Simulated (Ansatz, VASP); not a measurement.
## Two plane-wave programs on Hf3N2

```
Hf N
1.0
     1.59943    0.92343    7.75484
    -1.59943    0.92343    7.75484
     0.00000   -1.84686    7.75484
Hf N
3 2
Direct
  0.77942 0.77942 0.77942
  0.22058 0.22058 0.22058
  0.00000 0.00000 0.00000
  0.61192 0.61192 0.61192
  0.38808 0.38808 0.38808
```

The cell comes from a database or a generator and needn't be the stable form of this composition.

Alike in both runs: task single point; functional PBEsol; k mesh 6 × 6 × 6; occupations gaussian, width 0.1 eV; no spin polarisation.

|  | VASP | Ansatz |
| --- | --- | --- |
| version | VASP 6.6.1 | Ansatz 0.2.0 |
| potentials or method | VASP PAW PBE potentials, release 64 (Hf_pv, N) | scalar-relativistic, plane waves, PAW |
| plane-wave cutoff (eV) | 520 | 420 |
| valence electrons in the cell | 40 | 88 |

|  | VASP | Ansatz | Ansatz less VASP |
| --- | --- | --- | --- |
| gap on the k mesh at the Fermi level (eV) | none | none | - |
| pressure (GPa) | -3.7 | -2.3 | +1.39 |
| largest component of the traceless stress (GPa) | 0.41 | 0.53 | +0.115 |
| rms of the force components (eV/Å) | 0.150 | 0.136 | -0.0142 |

Atom by atom the forces differ by 0.029 eV/Å (rms over components). A gap of «none» marks a metal or a gap that the smearing closes. The two sets of potentials don't hold the same shells in valence.

Caveats: the k mesh is coarse (spacing up to 0.38 Å⁻¹), so the values aren't converged; the PAW data sets were made with another functional, which shifts forces and pressure a little (VASP). The runs have no spin-orbit coupling, so splittings on Hf are missing.
